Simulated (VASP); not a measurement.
MgS (strained zincblende), PBE single-point calculation: Ansatz's output and VASP's

```
Mg S
1.0
     0.00000    2.83088    2.68509
     2.83088    0.00000    2.68509
     2.83088    2.83088    0.00000
Mg S
1 1
Direct
  0.00000 0.00000 0.00000
  0.25000 0.25000 0.25000
```

Ansatz printed

```
SCF 1 converged in 6 iterations: F = -2828.674259 eV  dr2 = 6.42e-8
  greatest PAW one-centre occupation: 1.000 electrons in one spin orbital (limit 2), on the Mg atom at site 0 (counted from 0), in its partial waves of l = 0
NSCF: frozen V_eff on 6 k-points
SCF converged after 6 iterations
Free energy (F): -2828.674259 eV
Harris-Foulkes:  -2828.674259 eV  (|F-HF|=4.02e-8)
Internal energy: -2828.674259 eV  (E = F + TS)
E sigma→0 (E₀):  -2828.674259 eV
Fermi energy:    5.492557 eV
--- Per-component energies (eV) ---
  E_band       = -362.070810
  E_kinetic    = 185.280073
  E_local      = -1859.239680  (includes V_loc(G=0)·N_el)
  E_nonlocal   = 123.693303
  E_hartree    = 673.720174
  E_xc         = -127.627620
  E_vxc        = -126.809039  (∫ρ·V_xc dr)
  E_paw        = -892.564688  (= ΣΔE_a)
  E_vpaw       = -32.435387  (= ΣTr[D̂ρ^β])
  E_aug_tail   = -0.000003  (compensation charges beyond the density's cutoff)
  E_ewald      = -931.935817
  E_smearing   = -0.000000  (= −TS)
  E_closure    = -0.000000  (closes the sum)
  Σ components = -2828.674259   (vs F -2828.674259, Δ=0.00e0)
--- Forces (eV/Å), atoms counted from 1 ---
  atom   1  Mg     0.00000000     0.00000000     0.00000000
  atom   2  S     -0.00000000     0.00000000    -0.00000000
  max |Σ_I F_I| component: 7.98e-17 eV/Å
--- Stress (GPa, compression-positive) ---
        4.263512      -0.000000       0.000000
        0.000000       4.263512       0.000000
       -0.000000       0.000000       4.927207
  P = ⅓ Tr σ = 4.4847 GPa (44.847 kbar)
--- Band table (eV; the first three rows and the last of 59) ---
  k-point 0: bands = ["-70.0360", "-36.7982", "-36.7871", "-36.7871", "-7.8608", "3.5472", "3.5472", "3.6733", "7.3105", "11.6436", "11.6436", "11.7047"]
  k-point 1: bands = ["-70.0360", "-36.7984", "-36.7874", "-36.7872", "-7.7632", "2.8798", "3.4762", "3.5915", "7.9816", "11.4769", "11.7993", "11.8941"]
  k-point 2: bands = ["-70.0359", "-36.7990", "-36.7882", "-36.7874", "-7.5090", "1.6484", "3.3168", "3.4954", "8.8074", "11.5265", "11.6524", "12.1102"]
  k-point 58: bands = ["-70.0358", "-36.8016", "-36.7886", "-36.7886", "-6.7815", "0.8001", "2.3275", "2.3275", "7.3530", "9.0428", "15.6802", "16.1623"]
```

The two codes use different PAW datasets and cutoffs. VASP's cell holds 8 valence electrons and Ansatz's 16. Ansatz's stress includes a Pulay correction; VASP's doesn't.

Q: What does VASP give for the same cell and level of theory?

A: gap between bands v and c 3.63 eV; least direct gap 3.63 eV; pressure 4.3 GPa.

From OUTCAR

```
k-points           NKPTS =     59   k-points in BZ     NKDIM =     59   number of bands    NBANDS=     11

   NELECT =       8.0000    total number of electrons

   dimension x,y,z NGX =    30 NGY =   30 NGZ =   30
   dimension x,y,z NGXF=    60 NGYF=   60 NGZF=   60

  energy-cutoff  :      520.00
  volume of cell :       43.04
      direct lattice vectors                 reciprocal lattice vectors
     0.000000000  2.830876839  2.685086682    -0.176623721  0.176623721  0.186213728
     2.830876839  0.000000000  2.685086682     0.176623721 -0.176623721  0.186213728
     2.830876839  2.830876839  0.000000000     0.176623721  0.176623721 -0.186213728

 k-points in reciprocal lattice and weights: KPOINTS created by Atomic Simulation Env
   0.00000000  0.00000000  0.00000000       0.002
   0.12500000 -0.00000000  0.00000000       0.016
   0.25000000 -0.00000000  0.00000000       0.016
   0.37500000 -0.00000000  0.00000000       0.016
   0.50000000 -0.00000000  0.00000000       0.008
   0.12500000  0.12500000  0.00000000       0.004
   0.25000000  0.12500000  0.00000000       0.016
   0.37500000  0.12500000  0.00000000       0.016
   ...

 E-fermi :   1.9017

 k-point     1 :       0.0000    0.0000    0.0000
  band No.  band energies     occupation
      1     -10.0416      2.00000
      2       1.3672      2.00000
      3       1.3672      2.00000
      4       1.4927      2.00000
      5       5.1237      0.00000
      6       9.4835      0.00000
      7       9.4835      0.00000
      8       9.5433      0.00000
      9      11.8994      0.00000
     10      12.7384      0.00000
     11      15.2034      0.00000

 k-point     2 :       0.1250   -0.0000    0.0000
  band No.  band energies     occupation
      1      -9.9448      2.00000
      2       0.6980      2.00000
      3       1.2958      2.00000
      4       1.4108      2.00000
      5       5.7956      0.00000
      6       9.3134      0.00000
      7       9.6397      0.00000
      8       9.7347      0.00000
      9      11.5373      0.00000
     10      12.1749      0.00000
     11      14.8459      0.00000

 k-point     3 :       0.2500   -0.0000    0.0000
  band No.  band energies     occupation
      1      -9.6926      2.00000
      2      -0.5356      2.00000
      3       1.1356      2.00000
      4       1.3140      2.00000
      5       6.6230      0.00000
      6       9.3574      0.00000
      7       9.4914      0.00000
      8       9.9521      0.00000
      9      11.9077      0.00000
     10      12.0116      0.00000
     11      14.0153      0.00000

 k-point     4 :       0.3750   -0.0000    0.0000
  band No.  band energies     occupation
      1      -9.4075      2.00000
      2      -1.5236      2.00000
      3       0.9898      2.00000
      4       1.2276      2.00000
      5       6.7270      0.00000
      6       9.0449      0.00000
      7       9.5535      0.00000
      8      10.0908      0.00000
      9      13.1369      0.00000
     10      13.4539      0.00000
     11      14.0881      0.00000

 k-point     5 :       0.5000   -0.0000    0.0000
  band No.  band energies     occupation
      1      -9.2769      2.00000
      2      -1.9017      2.00000
      3       0.9329      2.00000
      4       1.1939      2.00000
      5       6.6704      0.00000
      6       8.8601      0.00000
      7       9.4390      0.00000
      8      10.2814      0.00000
      9      14.4958      0.00000
     10      14.6397      0.00000
     11      15.0495      0.00000

 k-point     6 :       0.1250    0.1250    0.0000
  band No.  band energies     occupation
      1      -9.9037      2.00000
      2       0.7665      2.00000
      3       1.1501      2.00000
      4       1.1501      2.00000
      5       6.0743      0.00000
      6       8.9185      0.00000
      7       9.9132      0.00000
      8       9.9132      0.00000
      9      11.4504      0.00000
     10      12.1940      0.00000
     11      15.7731      0.00000

 k-point     7 :       0.2500    0.1250    0.0000
  band No.  band energies     occupation
      1      -9.6961      2.00000
      2      -0.2118      2.00000
      3       0.9464      2.00000
      4       1.0869      2.00000
      5       6.8441      0.00000
      6       8.6207      0.00000
      7       9.9348      0.00000
      8      10.1057      0.00000
      9      11.2312      0.00000
     10      12.6152      0.00000
     11      15.0225      0.00000

 k-point     8 :       0.3750    0.1250    0.0000
  band No.  band energies     occupation
      1      -9.4174      2.00000
      2      -1.2084      2.00000
      3       0.8062      2.00000
      4       0.9470      2.00000
      5       7.0682      0.00000
      6       8.9206      0.00000
      7       9.6108      0.00000
      8       9.7171      0.00000
      9      12.3861      0.00000
     10      14.0028      0.00000
     11      14.8227      0.00000

 ...

  Total        1.1049133      1.1049133      1.2866493      0.0000000      0.0000000     -0.0000000
  in kB       41.1347166     41.1347166     47.9005507      0.0000000      0.0000000     -0.0000000
  external PRESSURE =      43.3899946 kB  Pullay stress =       0.0000000 kB

 POSITION                                       TOTAL-FORCE (eV/Angst)
 -----------------------------------------------------------------------------------
      0.00000      0.00000      0.00000         0.000000      0.000000      0.000000
      1.41544      1.41544      1.34254        -0.000000     -0.000000      0.000000
 -----------------------------------------------------------------------------------
    total drift:                               -0.000000     -0.000000     -0.000000

  FREE ENERGIE OF THE ION-ELECTRON SYSTEM (eV)
  ---------------------------------------------------
  free  energy   TOTEN  =        -8.4287294484 eV

  energy  without entropy=       -8.4287294484  energy(sigma->0) =       -8.42872945
```
